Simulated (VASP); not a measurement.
# Bi (Im-3m) in VASP: a series of runs

One crystal, Bi, is run at these levels: PBEsol, r2SCAN; tasks: relaxation of cell and atoms.

Program: VASP 6.6.1. These are calculated values, not measurements. Logs are shortened: lines on timing, memory, paths and dates and some standing lists are left out, and cuts for length are marked.

## Step 1: Starting point

It takes space group Im-3m (No. 229, cubic). Conventional cell: a = 3.963 Å, b = 3.963 Å, c = 3.963 Å, α = 90.00°, β = 90.00°, γ = 90.00°. Bi (site symmetry m-3m) is surrounded by 8 Bi at 3.43 Å.

This isn't the form of Bi at room conditions, which is rhombohedral.

## Step 2: Relaxation of cell and atoms, PBEsol, target pressure 30 GPa, at which the enthalpy is minimised

INCAR

```
SYSTEM = Bi
PREC     = Accurate       ! precision mode
ENCUT    = 600            ! plane-wave cutoff, eV
EDIFF    = 1E-6           ! SCF threshold, eV
ISMEAR   = -1             ! smearing method
SIGMA    = 0.05           ! smearing width, eV
LREAL    = .FALSE.        ! projectors in reciprocal space
LASPH    = .TRUE.         ! aspherical terms in the spheres
NELM     = 80             ! most SCF steps
ALGO     = Normal         ! electronic algorithm
ISIF     = 3              ! what is computed and relaxed
LWAVE    = .FALSE.        ! write WAVECAR
LCHARG   = .FALSE.        ! write CHGCAR
GGA      = PS             ! functional
IBRION   = 2              ! ionic algorithm
NSW      = 40             ! ionic steps
EDIFFG   = -0.01          ! ionic threshold
PSTRESS  = 300
```

KPOINTS

```
regular mesh
0
G
  9 9 9
  0 0 0
```

POSCAR

```
Bi
1.0
   -1.9814305318      1.9814305318      1.9814305318
    1.9814305318     -1.9814305318      1.9814305318
    1.9814305318      1.9814305318     -1.9814305318
Bi
1
Direct
    0.0000000000      0.0000000000      0.0000000000
```

Potentials or basis: VASP PAW PBE potentials, release 64 (Bi_d).

Command:

```
$ cat potpaw_PBE.64/Bi_d/POTCAR > POTCAR
$ mpirun -np 1 vasp_std > vasp.out
```

OUTCAR:

```text
SYSTEM = Bi
   PREC = Accurate
   ENCUT = 600
   EDIFF = 1E-6
   ISMEAR = -1
   LREAL = .FALSE.
   LASPH = .TRUE.
   NELM = 80
   ISIF = 3
   GGA = PS
   IBRION = 2
   NSW = 40
   EDIFFG = -0.01
   PSTRESS = 300

 ion  position               nearest neighbor table
   1  0.000  0.000  0.000-

  LATTYP: Found a body centered cubic cell.
 ALAT       =     3.9628610636

  Lattice vectors:

 A1 = (  -1.9814305318,   1.9814305318,   1.9814305318)
 A2 = (   1.9814305318,  -1.9814305318,   1.9814305318)
 A3 = (   1.9814305318,   1.9814305318,  -1.9814305318)

Analysis of symmetry for initial positions (statically):
=====================================================================
 Subroutine PRICEL returns:
 Original cell was already a primitive cell.

 Routine SETGRP: Setting up the symmetry group for a
 body centered cubic supercell.

 Subroutine GETGRP returns: Found 48 space group operations
 (whereof 48 operations were pure point group operations)
 out of a pool of 48 trial point group operations.

The static configuration has the point symmetry O_h .

Analysis of symmetry for dynamics (positions and initial velocities):
=====================================================================
 Subroutine PRICEL returns:
 Original cell was already a primitive cell.

 Routine SETGRP: Setting up the symmetry group for a
 body centered cubic supercell.

 Subroutine GETGRP returns: Found 48 space group operations
 (whereof 48 operations were pure point group operations)
 out of a pool of 48 trial point group operations.

The dynamic configuration has the point symmetry O_h .

 Subroutine INISYM returns: Found 48 space group operations
 (whereof 48 operations are pure point group operations),
 and found     1 'primitive' translations

----------------------------------------------------------------------------------------

                                     Primitive cell

  volume of cell :      31.1169

  direct lattice vectors                    reciprocal lattice vectors
    -1.981430532  1.981430532  1.981430532     0.000000000  0.252342937  0.252342937
     1.981430532 -1.981430532  1.981430532     0.252342937  0.000000000  0.252342937
     1.981430532  1.981430532 -1.981430532     0.252342937  0.252342937  0.000000000

  length of vectors
     3.431938353  3.431938353  3.431938353     0.356866804  0.356866804  0.356866804

  position of ions in fractional coordinates (direct lattice)
     0.000000000  0.000000000  0.000000000

  ion indices of the primitive-cell ions
   primitive index   ion index
                 1           1

----------------------------------------------------------------------------------------

 KPOINTS: regular mesh

Automatic generation of k-mesh.
 Grid dimensions read from file:
 generate k-points for:    9    9    9

 Generating k-lattice:

  Cartesian coordinates                     Fractional coordinates (reciprocal lattice)
     0.000000000  0.028038104  0.028038104     0.111111111  0.000000000  0.000000000
     0.028038104  0.000000000  0.028038104     0.000000000  0.111111111  0.000000000
     0.028038104  0.028038104  0.000000000     0.000000000  0.000000000  0.111111111

  Length of vectors
     0.039651867  0.039651867  0.039651867

  Shift w.r.t. Gamma in fractional coordinates (k-lattice)
     0.000000000  0.000000000  0.000000000

 Subroutine IBZKPT returns following result:
 ===========================================

 Found     35 irreducible k-points:

 Following reciprocal coordinates:
            Coordinates               Weight
  0.000000  0.000000  0.000000      1.000000
  0.111111  0.000000  0.000000     12.000000
  0.222222  0.000000  0.000000     12.000000
  0.333333  0.000000  0.000000     12.000000
  0.444444  0.000000  0.000000     12.000000
  0.111111  0.111111  0.000000     24.000000
[... 16 lines left out ...]
 -0.333333  0.444444  0.111111     48.000000
 -0.444444 -0.444444  0.111111     24.000000
 [... further k-points ...]
   k-points           NKPTS =     35   k-points in BZ     NKDIM =     35   number of bands    NBANDS=     11
   number of dos      NEDOS =    301   number of ions     NIONS =      1
   total plane-waves  NPLWV =  21952
   dimension x,y,z NGX =    28 NGY =   28 NGZ =   28
   dimension x,y,z NGXF=    56 NGYF=   56 NGZF=   56
   ions per type =               1
   NGX,Y,Z   is equivalent  to a cutoff of  13.56, 13.56, 13.56 a.u.
   NGXF,Y,Z  is equivalent  to a cutoff of  27.13, 27.13, 27.13 a.u.
 SYSTEM =  Bi
   PREC   = accura    normal or accurate (medium, high low for compatibility)
   ISTART =      0    job   : 0-new  1-cont  2-samecut
   ICHARG =      2    charge: 1-file 2-atom 10-const
   ISPIN  =      1    spin polarized calculation?
   LNONCOLLINEAR =      F non collinear calculations
   LSORBIT =      F    spin-orbit coupling
   LASPH  =      T    aspherical Exc in radial PAW
   ENCUT  =  600.0 eV  44.10 Ry    6.64 a.u.   6.85  6.85  6.85*2*pi/ulx,y,z
   NELM   =     80;   NELMIN=  2; NELMDL= -5     # of ELM steps
   EDIFF  = 0.1E-05   stopping-criterion for ELM
   LREAL  =      F    real-space projection
   EDIFFG = -.1E-01   stopping-criterion for IOM
   NSW    =     40    number of steps for IOM
   IBRION =      2    ionic relax: 0-MD 1-quasi-New 2-CG
   NFREE  =      1    steps in history (QN), initial steepest desc. (CG)
   ISIF   =      3    stress and relaxation
   ISYM   =      2    0-nonsym 1-usesym 2-fastsym
   POTIM  = 0.5000    time-step for ionic-motion
   TEBEG  =    0.0;   TEEND  =   0.0 temperature during run
   PSTRESS=  300.0 pullay stress
   NELECT =      15.0000    total number of electrons
   NUPDOWN=      -1.0000    fix difference up-down
   EMIN   =  10.00;   EMAX   =-10.00  energy-range for DOS
   EFERMI =   0.00;   METHOD = LEGACY
   ISMEAR =    -1;   SIGMA  =   0.05  broadening in eV -4-tet -1-fermi 0-gaus
   EFERMI_NEDOS =   21; number of points for ismear=-14 and -15
   IALGO  =     38    algorithm
   IMIX   =      4    mixing-type and parameters
     AMIX     =   0.40;   BMIX     =  1.00
     AMIX_MAG =   1.60;   BMIX_MAG =  1.00
  volume/ion in A,a.u.               =      31.12       209.99
  Fermi-wavevector in a.u.,A,eV,Ry     =   1.283630  2.425708 22.418388  1.647705
  Thomas-Fermi vector in A             =   2.415871
   LORBIT       =      0    0 simple, 1 ext, 2 COOP (PROOUT), +10 PAW based schemes
   GGA     = PS    functional components
   LHFCALC =     F    Hartree Fock is set to
   AEXX    =    0.0000 exact exchange contribution
   IVDW    =     0    specifies the selected vdW correction
   LEPSILON=     F    determine dielectric tensor
   LRPA    =     F    only Hartree local field effects (RPA)
 conjugate gradient relaxation of ions
 non-spin polarized calculation
  energy-cutoff  :      600.00
  volume of cell :       31.12
 maximum number of plane-waves:      1055
   NGX = 13   NGY = 13   NGZ = 13

--------------------------------------- Ionic step        1  -------------------------------------------

 number of electron      14.9999994 magnetization

 Free energy of the ion-electron system (eV)
  ---------------------------------------------------
  ext. energy  EPLUGINS =         0.00000000
  ---------------------------------------------------
  free energy    TOTEN  =        -4.22742945 eV

  energy without entropy =       -4.22326224  energy(sigma->0) =       -4.22534584

------------------------ aborting loop because EDIFF is reached ----------------------------------------

  FORCE on cell =-STRESS in cart. coord.  units (eV):
  Direction    XX          YY          ZZ          XY          YZ          ZX
  --------------------------------------------------------------------------------------
  -------------------------------------------------------------------------------------
  Total       -0.3811631     -0.3811631     -0.3811631      0.0000000     -0.0000000      0.0000000
  in kB      -19.6256903    -19.6256903    -19.6256903      0.0000000     -0.0000000      0.0000000
  external PRESSURE =    -319.6256903 kB  Pullay stress =     300.0000000 kB
[... 59 lines left out ...]
  enthalpy is  TOTEN    =        13.6897216606 eV   P V=        2.0029973034

--------------------------------------- Ionic step        3  -------------------------------------------

 number of electron      15.0000000 magnetization

 E-fermi :   9.3711     XC(G=0): -10.9848

 val. band max:        9.1176044109   @ k =  -0.2222   0.2222   0.2222
 cond. band min:       9.3732899065   @ k =   0.3333   0.2222   0.1111
 fundamental gap:      0.2556854956
 Fermi energy:         9.3710557418

 k-point     1 :       0.0000    0.0000    0.0000
  band No.  band energies     occupation
      1     -13.8387      2.00000
      2     -13.8387      2.00000
      3     -13.8387      2.00000
      4     -13.6522      2.00000
      5     -13.6522      2.00000
      6      -5.1541      2.00000
      7      15.1949      0.00000
      8      15.1949      0.00000
      9      15.1955      0.00000
     10      19.7021      0.00000
     11      19.7021      0.00000
[... 541 lines left out ...]
  enthalpy is  TOTEN    =         0.5688969459 eV   P V=        4.3235175319

--------------------------------------- Ionic step        9  -------------------------------------------

 number of electron      15.0000000 magnetization

 Free energy of the ion-electron system (eV)
  ---------------------------------------------------
  ext. energy  EPLUGINS =         0.00000000
  ---------------------------------------------------
  free energy    TOTEN  =        -3.72588613 eV

  energy without entropy =       -3.72465002  energy(sigma->0) =       -3.72526807

 E-fermi :  12.3711     XC(G=0): -11.9803

 val. band max:       12.1524983374   @ k =   0.3333   0.2222   0.1111
 cond. band min:      12.5049139656   @ k =   0.2222   0.2222   0.1111
 fundamental gap:      0.3524156282
 Fermi energy:        12.3710653946

 k-point     1 :       0.0000    0.0000    0.0000
  band No.  band energies     occupation
      1     -11.2284      2.00000
      2     -11.2284      2.00000
      3     -11.2284      2.00000
      4     -10.8916      2.00000
      5     -10.8916      2.00000
      6      -3.9947      2.00000
      7      19.8758      0.00000
      8      19.8758      0.00000
      9      19.8758      0.00000
     10      22.4977      0.00000
     11      22.4977      0.00000
[... 350 lines left out ...]
  FREE ENERGIE OF THE ION-ELECTRON SYSTEM (eV)
  ---------------------------------------------------
  free  energy   TOTEN  =        -3.7258861273 eV

  energy  without entropy=       -3.7246500225  energy(sigma->0) =       -3.72526807

  enthalpy is  TOTEN    =         0.5682748301 eV   P V=        4.2941609574

 reached required accuracy - stopping structural energy minimisation
```

Wall time 43 s (1 thread of Intel Xeon 6975P-C (Granite Rapids), shared host); peak memory 0.18 GiB.

What came out:

```
Free energy                                            : -3.7259 eV
Relaxed volume                                         : 22.93 Å³/atom
Relaxed cell                                           : a = 3.100 Å, b = 3.100 Å, c = 3.100 Å, α = 109.47°, β = 109.47°, γ = 109.47°
Space group after relaxing (to 0.05 Å)                 : Im-3m (No. 229)
Energy change on relaxing (the enthalpy is what falls) : +501.5 meV/atom
Ionic steps                                            : 9
Pressure after relaxing                                : 30.0 GPa
Band gap on the k mesh                                 : none (metal or under the smearing width)
```

The path:
| step | energy change (eV) | largest force (eV/Å) | pressure (GPa) | volume (Å³) |
| --- | --- | --- | --- | --- |
| 1 | 0.0000 | 0.0000 | -1.96 | 31.12 |
| 2 | 15.9142 | 0.0000 | 696.50 | 10.70 |
| 3 | 0.0278 | 0.0000 | 5.32 | 27.82 |
| 4 | 0.1319 | 0.0000 | 12.24 | 25.87 |
| 5 | 0.6061 | 0.0000 | 34.52 | 22.41 |
| 6 | 0.4867 | 0.0000 | 29.36 | 23.01 |
| 7 | 0.5140 | 0.0000 | 30.54 | 22.87 |
| 8 | 0.4728 | 0.0000 | 28.74 | 23.09 |
| 9 | 0.5015 | 0.0000 | 30.00 | 22.93 |

Final structure:
```yaml
crystal:
  lattice:
    - [-1.78979, 1.78979, 1.78979]
    - [1.78979, -1.78979, 1.78979]
    - [1.78979, 1.78979, -1.78979]
  atoms:
    - { symbol: Bi, position: [0.00000, 0.00000, 0.00000] }
```

Levels at points of the mesh, in eV from the Fermi level:
| k point | band 4 | band 5 | band 6 | band 7 | band 8 | band 9 | band 10 | band 11 |
| --- | --- | --- | --- | --- | --- | --- | --- | --- |
| (0.00, 0.00, 0.00) | -23.26 | -23.26 | -16.37 | 7.50 | 7.50 | 7.50 | 10.13 | 10.13 |

Caveat: the cell is relaxed towards a set pressure, so the enthalpy falls and the energy may rise; the volume moved by over 15 % at a fixed basis, so the end points are rough; the PAW data sets were made with another functional, which shifts forces and pressure a little; spin-orbit coupling is left out, which moves the levels of the heavy elements.

## Step 3: Relaxation of cell and atoms, PBEsol

Changes to INCAR since step 2:

```diff
@@ -17,2 +17,2 @@
 EDIFFG   = -0.01          ! ionic threshold
-PSTRESS  = 300
+PSTRESS  = 0
```

KPOINTS is that of step 2.

POSCAR is that of step 2.

Potentials or basis: VASP PAW PBE potentials, release 64 (Bi_d).

Command:

```
$ cat potpaw_PBE.64/Bi_d/POTCAR > POTCAR
$ mpirun -np 1 vasp_std > vasp.out
```

OUTCAR:

```text
SYSTEM = Bi
   PREC = Accurate
   ENCUT = 600
   EDIFF = 1E-6
   ISMEAR = -1
   LREAL = .FALSE.
   LASPH = .TRUE.
   NELM = 80
   ISIF = 3
   GGA = PS
   IBRION = 2
   NSW = 40
   EDIFFG = -0.01
   PSTRESS = 0

 ion  position               nearest neighbor table
   1  0.000  0.000  0.000-

  LATTYP: Found a body centered cubic cell.
 ALAT       =     3.9628610636

  Lattice vectors:

 A1 = (  -1.9814305318,   1.9814305318,   1.9814305318)
 A2 = (   1.9814305318,  -1.9814305318,   1.9814305318)
 A3 = (   1.9814305318,   1.9814305318,  -1.9814305318)

Analysis of symmetry for initial positions (statically):
=====================================================================
[... 260 lines left out ...]
  band No.  band energies     occupation
      1     -14.7792      2.00000
      2     -14.7792      2.00000
      3     -14.7792      2.00000
      4     -14.6338      2.00000
      5     -14.6338      2.00000
      6      -5.5875      2.00000
      7      13.5716      0.00000
      8      13.5716      0.00000
      9      13.5716      0.00000
     10      17.7615      0.00000
     11      18.6781      0.00000
[... 309 lines left out ...]
 k-point    24 :      -0.4444   -0.4444    0.1111
  band No.  band energies     occupation
      1     -14.7683      2.00000
      2     -14.7306      2.00000
      3     -14.6804      2.00000
      4     -14.6393      2.00000
      5     -14.5548      2.00000
      6      -1.8868      2.00000
      7       3.6327      2.00000
      8       7.3025      2.00000
      9      10.9441      0.00000
     10      15.7023      0.00000
     11      17.1761      0.00000

 [... further k-points ...]

------------------------ aborting loop because EDIFF is reached ----------------------------------------

  FORCE on cell =-STRESS in cart. coord.  units (eV):
  Direction    XX          YY          ZZ          XY          YZ          ZX
  --------------------------------------------------------------------------------------
  -------------------------------------------------------------------------------------
  Total        0.0038721      0.0038721      0.0038721      0.0000000      0.0000000      0.0000000
  in kB        0.2065338      0.2065338      0.2065338      0.0000000      0.0000000      0.0000000
  external PRESSURE =       0.2065338 kB  Pullay stress =       0.0000000 kB
[... 16 lines left out ...]
  FREE ENERGIE OF THE ION-ELECTRON SYSTEM (eV)
  ---------------------------------------------------
  free  energy   TOTEN  =        -4.2342843286 eV

  energy  without entropy=       -4.2299543267  energy(sigma->0) =       -4.23211933

 reached required accuracy - stopping structural energy minimisation
```

It took 15 s on 1 thread of Intel Xeon 6975P-C (Granite Rapids), shared host; peak memory 0.16 GiB.

Results:

| Quantity | Value |
| --- | --- |
| Free energy | -4.2343 eV |
| Relaxed volume | 30.04 Å³/atom |
| Relaxed cell | a = 3.392 Å, b = 3.392 Å, c = 3.392 Å, α = 109.47°, β = 109.47°, γ = 109.47° |
| Space group after relaxing (to 0.05 Å) | Im-3m (No. 229) |
| Energy gained by relaxing | 6.9 meV/atom |
| Ionic steps | 3 |
| Pressure after relaxing | 0.0 GPa |
| Band gap on the k mesh | none (metal or under the smearing width) |

Step by step:
| step | energy change (eV) | largest force (eV/Å) | pressure (GPa) | volume (Å³) |
| --- | --- | --- | --- | --- |
| 1 | 0.0000 | 0.0000 | -1.96 | 31.12 |
| 2 | -0.0045 | 0.0000 | 1.26 | 29.43 |
| 3 | -0.0069 | 0.0000 | 0.02 | 30.04 |

Final structure:
```yaml
crystal:
  lattice:
    - [-1.95826, 1.95826, 1.95826]
    - [1.95826, -1.95826, 1.95826]
    - [1.95826, 1.95826, -1.95826]
  atoms:
    - { symbol: Bi, position: [0.00000, 0.00000, 0.00000] }
```

Caveat: the PAW data sets were made with another functional, which shifts forces and pressure a little; spin-orbit coupling is left out, which moves the levels of the heavy elements.

## Step 4: Relaxation of cell and atoms, r2SCAN

INCAR

```
ALGO = Normal
EDIFF = 1E-6
EDIFFG = -0.01
ENCUT = 600
IBRION = 2
ISIF = 3
ISMEAR = 1
LASPH = True
LCHARG = False
LMIXTAU = True
LREAL = False
LWAVE = False
METAGGA = R2SCAN
NELM = 60
NSW = 40
PREC = Accurate
SIGMA = 0.1
```

KPOINTS

```
k-points
0
Gamma
  9 9 9
```

POSCAR is that of step 3.

Command:

```
$ cat potpaw_PBE.64/Bi_d/POTCAR > POTCAR
$ mpirun -np 1 vasp_std > vasp.out
```

Wall time 85 s (1 thread of Intel Xeon Platinum 8488C (Sapphire Rapids), shared host); peak memory 0.17 GiB.

The run converged. Its results:

| Property | Result |
| --- | --- |
| Free energy | -58.2863 eV |
| Relaxed volume | 31.18 Å³/atom |
| Relaxed cell | a = 3.434 Å, b = 3.434 Å, c = 3.434 Å, α = 109.47°, β = 109.47°, γ = 109.47° |
| Space group after relaxing (to 0.05 Å) | Im-3m (No. 229) |
| Energy gained by relaxing | 0.0 meV/atom |
| Ionic steps | 3 |
| Pressure after relaxing | 0.0 GPa |
| Band gap on the k mesh | none (metal or under the smearing width) |

Final structure:
```
Bi
1.0
    -1.98273    1.98273    1.98273
     1.98273   -1.98273    1.98273
     1.98273    1.98273   -1.98273
Bi
1
Direct
  0.00000 0.00000 0.00000
```

Levels at points of the mesh, in eV from the Fermi level:
| k point | band 4 | band 5 | band 6 | band 7 | band 8 | band 9 | band 10 | band 11 |
| --- | --- | --- | --- | --- | --- | --- | --- | --- |
| (0.00, 0.00, 0.00) | -23.69 | -23.69 | -14.20 | 5.24 | 5.24 | 5.24 | 10.01 | 11.19 |

Caveat: the PAW data sets were made with another functional, which shifts forces and pressure a little; spin-orbit coupling is left out, which moves the levels of the heavy elements.

## Step 5: The reference run

An earlier run on the cell as given: functional PBEsol; potentials or basis VASP PAW PBE potentials, release 64 (Bi_d); cutoff 520 eV; k mesh 9 × 9 × 9; occupations fermi-dirac, width 0.05 eV; no spin polarisation.

* Pressure: -2.0 GPa
* Band gap on the k mesh: none (metal or under the smearing width)

## Step 6: Summary

```tsv
task	level	cell	cutoff (eV)	smearing	target pressure	ladder	gap on the mesh (eV)	pressure (GPa)	relaxed volume (Å³/atom)
relaxation of cell and atoms	PBEsol	relaxed to 30 GPa	600	fermi-dirac 0.05 eV	30 GPa	-	none	30.0	-
relaxation of cell and atoms	PBEsol	relaxed	600	fermi-dirac 0.05 eV	-	-	none	0.0	30.04
relaxation of cell and atoms	r2SCAN	relaxed	600	methfessel-paxton 0.1 eV	-	-	none	0.0	31.18
single point	PBEsol	as given	520	fermi-dirac 0.05 eV	-	free	none	-2.0	-
```

Alike in all rows: potentials or basis VASP PAW PBE potentials, release 64 (Bi_d); no spin polarisation; k mesh 9 × 9 × 9.

Caveats: the PAW data sets were made with another functional, which shifts forces and pressure a little; spin-orbit coupling is left out, which moves the levels of the heavy elements; the cell is relaxed towards a set pressure, so the enthalpy falls and the energy may rise (some runs); the volume moved by over 15 % at a fixed basis, so the end points are rough (some runs).

Total energies depend on the potentials used, so only differences within one code and one set of settings carry meaning.
